# Squeezing tin dioxide: how far does the gap open?

Tin dioxide is a transparent oxide that conducts once it is doped. Its band gap, the energy between the highest filled and the lowest empty electron state, depends strongly on how tightly the crystal is packed. The question on this page is how large the gap becomes in two cells that are denser than any with a known result, and whether it stays direct. In a direct gap the two states have the same crystal momentum.

SnO2 (space group P4_2/mnm) in uniformly scaled cells, computed with Ansatz 0.2.0 using HSE06, PAW and plane waves at atomic positions relaxed with r2SCAN. The cutoff is 420 eV and the k mesh 4×4×4, with fixed occupations and no spin polarisation or spin-orbit coupling. Each gap is the smallest over the sampled k points.

```
volume (Å³/atom)     c/a  shortest distance (Å)  band gap (eV)  least direct gap (eV)
          10.694  0.6722                  1.962              ?                      ?
          11.032  0.6722                  1.986              ?                      ?
          11.376  0.6722                  2.010          3.600                  3.600
          11.728  0.6722                  2.035          3.212                  3.212
          12.087  0.6722                  2.059          2.841                  2.841
          12.454  0.6722                  2.083          2.489                  2.489
          12.827  0.6722                  2.100          2.154                  2.154
          13.208  0.6722                  2.117          1.838                  1.838
```

The volume is given per atom. The ratio c/a of the two cell edges is held fixed, so every cell is a scaled copy of the others, apart from small shifts of the oxygen atoms inside it. The atomic positions were relaxed with the r2SCAN functional, and the gaps were then computed with HSE06. The shortest distance is that between tin and oxygen.

## What the known rows say

The gap shrinks each time the crystal is expanded, from 3.600 eV in the densest cell with a known result to 1.838 eV in the loosest. The cells are spaced by equal steps of one per cent in length, but the gap doesn't respond in equal steps. It drops by 0.388 eV in the first step and by 0.316 eV in the last. Read towards higher density, the gap therefore opens faster and faster, and a straight line would come out too low for the two open rows.

In each known row the band gap and the least direct gap are equal. For the four larger volumes the calculation also places both band edges at Γ, the point of zero crystal momentum. No state elsewhere has taken over as a band edge in those cells, though these data don't show how close the next one lies. That matters, because a trend can be continued only while it belongs to the same pair of states.

## Why packing opens the gap

Tin in this oxide has given away its outer electrons, and its empty 5s orbital forms the main part of the lowest empty state. This state is antibonding: the tin orbital and the orbitals of the oxygen neighbours meet with opposite sign, and the electron wave has a node between the atoms. The oxygen part is expected to be mainly 2s: at Γ all tin 5s orbitals have the same sign, and the couplings of an oxygen 2p orbital to its three tin neighbours nearly cancel. When the atoms move closer the orbitals overlap more, and the antibonding state rises. The highest filled state consists of oxygen 2p orbitals that hardly mix with tin 5s, so it lacks this upward push.

That is the standard picture of the bonding, and the table can't prove it. It holds no analysis of which atoms carry which state. Nor can the rise be divided between the two edges, because the energies of bulk cells of different size have no common zero. Only their difference, the gap, can be compared from row to row.

A polar diatomic molecule with one orbital on each atom shows the same effect in its simplest form. Let the two levels lie an energy $\Delta$ apart, and let $t$ be the coupling between them. The upper level is then pushed up by

$$
\sqrt{(\Delta/2)^2+t^2}-\Delta/2 .
$$

If the coupling is weak, this is close to $t^2/\Delta$; if it is strong, it approaches $t-\Delta/2$ and so grows in step with $t$. The comparison ends there. In the crystal each tin atom has six oxygen neighbours, the levels are broadened into bands, and the electric field of all the ions changes with volume too.

## From bond length to a formula

For s and p orbitals at ordinary bond lengths $d$, the coupling follows a useful rough rule, $t\propto 1/d^2$. Put into the two limits, with $\Delta$ taken as constant, it gives a push that grows as $1/d^4$ for weak mixing and as $1/d^2$ for strong mixing. Both curves steepen as the bonds shorten, the first one more so. The curvature seen in the table can therefore help to choose between them.

One detail must be settled first, namely which length to use for $d$. The shortest distance grows by about 0.024 Å per step up to 12.454 Å³/atom and by only 0.017 Å after that, which looks like a change in the bonding. The rutile structure offers a simpler reading. Each tin atom has two bonds of one length and four of another; if the pair stretches faster, the set of four can become the shortest beyond that volume. The table gives only one distance per cell, so it can't confirm which set is which. The mean bond, worked out on this reading, follows the cell edge to better than 0.1 %, so the cube root of the volume can stand for $d$.

With $V$ the volume per atom and $V_0=12.087$ Å³/atom as a reference, the weak-mixing law for the gap $E_g$ reads

$$
E_g = A + B\,(V_0/V)^{4/3}.
$$

A least-squares fit to the six known rows gives $A=-6.168$ eV and $B=9.009$ eV. It follows those rows to about a thousandth of an electronvolt. The $1/d^2$ law, fitted to the same rows with the same number of constants, is off by about ten times as much.

The two constants should not be read as physical energies. Taken literally, $A$ would be the gap without any push, and a gap of minus six electronvolts makes no sense. A push of nine electronvolts would hardly be weak mixing either. The formula has the right kind of curvature, and its constants have also absorbed whatever else changes with volume, such as the electric field of the ions and the overlap between oxygen atoms.

## The forecasts

For the cell at 11.032 Å³/atom, which had no part in the fit, the volume factor is $(12.087/11.032)^{4/3}=1.1295$. The gap follows as

$$
E_g = -6.168 + 9.009\times 1.1295 = 4.008\ \text{eV}.
$$

The same steps give 4.439 eV for the cell at 10.694 Å³/atom.

An honest error bar has to reflect doubt about the law, which is much larger than the scatter around the fit. The distance between the $1/d^4$ and the $1/d^2$ forecasts is a fair measure of that doubt, and it widens as the known rows are left behind. It is a judgement and has no statistical meaning. The forecasts are:

- at 11.032 Å³/atom, a gap of about 4.01 eV, ± 0.04 eV;
- at 10.694 Å³/atom, a gap of about 4.44 eV, ± 0.07 eV;
- the gap keeps rising, by more at each step, and it stays direct.

The main way to fail would be a band edge that moves away from Γ. The gap would then fall below the forecast and below the least direct gap.

## The computed values

The withheld rows as computed:

```
volume (Å³/atom)     c/a  shortest distance (Å)  band gap (eV)  least direct gap (eV)
          10.694  0.6722                  1.962          4.430                  4.430
          11.032  0.6722                  1.986          4.006                  4.006
```

All the forecasts hold. The computed gaps are 4.006 and 4.430 eV, so the model is too high by 0.002 eV in the nearer cell and by 0.009 eV in the denser one. Both misses are small beside the error bars, which turn out to have been generous. The gap also rises by more at each step, first by 0.406 and then by 0.424 eV, and it still equals the least direct gap.

The $1/d^2$ law does worse, as it did on the known rows. It falls short by 0.033 eV in the nearer cell and by 0.059 eV in the denser one. Of the two simple limits, then, the steeper one describes this range of volumes better.

How much does this success say about the cause? A control without any physics in it gives a sobering answer. Suppose merely that the steps of the gap go on changing by the same amount as they do among the three densest known cells. This rule gives 4.005 and 4.427 eV, closer to the computed values than the model in both cells. The forecasts came out well because the same smooth curve continues over a short distance, and any formula with the right curvature would have shared in that. The antibonding picture offers a reason why the curve rises and steepens, but these two hits don't single it out.

The model's small overshoot in the densest cell has the sign that stronger mixing would give, since the push then grows less steeply than $1/d^4$. This is a guess. A miss of a hundredth of an electronvolt could equally come from the other changes that the two constants hide.

## Using the result

For practical work the slope is more useful than the constants. Near the reference volume the formula gives a change of $\tfrac{4}{3}\times 9.009\times 0.01=0.12$ eV for each per cent of volume. Compression raises the gap and expansion lowers it. The figure applies to cells that keep their shape. A film stretched in its plane by a substrate changes c/a as well, and no row here tests that.

The absolute gaps need more caution than the slope. The cell at 12.087 Å³/atom is close to pressure-free in this hybrid-functional calculation, and its gap is 2.841 eV, while the measured gap is roughly 3.6 eV (a recalled value). Atomic vibrations are left out, but they usually narrow a gap and so would not close the difference. The likely main reason is that this functional contains too little exact exchange for such an oxide. The row at 11.376 Å³/atom does show 3.600 eV, but it belongs to a crystal squeezed by about 13 GPa, so the agreement is accidental.

Nor is the gap the energy at which the material starts to absorb light strongly. In tin dioxide the direct transition between the two band edges at Γ is forbidden by symmetry for ordinary dipole absorption. Strong absorption begins at a higher energy, which these columns don't give.

For a related oxide, the first thing to ask is what the two band edges are made of. If the lowest empty state is a metal s state, antibonding to oxygen, and the highest filled state hardly mixes with it, compression should open the gap, and each further step should open it a little more. If the lowest empty state is of another kind, the argument has to be made afresh, because its energy may respond differently to shorter bonds.
